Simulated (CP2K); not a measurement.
Crystal: BAs.

```
As B
1.0
     3.37785    0.00000    0.00000
     1.68892    2.92530    0.00000
     1.68892    0.97510    2.75800
As B
1 1
Direct
  0.75000 0.75000 0.75000
  0.00000 0.00000 0.00000
```

Base run:

```yaml
Program: CP2K 2026.2
Functional: MS2
Potentials_or_basis: POTENTIAL_UZH As GTH-PBE-q5, B GTH-PBE-q3; TZVP-MOLOPT-PBE-GTH basis
Density_cutoff: 9184 eV
k_mesh: 10 × 10 × 10
Occupations: fermi-dirac, width 0.05 eV
Spin: no spin polarisation
```

Its results: band gap on the k mesh 1.78 eV, indirect (least direct gap 4.15 eV); pressure 1.7 GPa.

After a change of settings the same cell gave: band gap on the k mesh 1.03 eV, indirect (least direct gap 3.29 eV); pressure 2.4 GPa. Which change was it?
A. functional from MS2 to PBE
B. functional from MS2 to BLYP
C. functional from MS2 to LDA

C.

MS2 gives the wider gap, since meta-GGAs in the generalised Kohn-Sham scheme recover part of the derivative discontinuity.

Caveats: the potentials were made for another functional, which shifts forces and pressure; the basis of atomic orbitals isn't converged, which shifts pressures, moduli and gaps.

Not every run made on this cell is shown here.
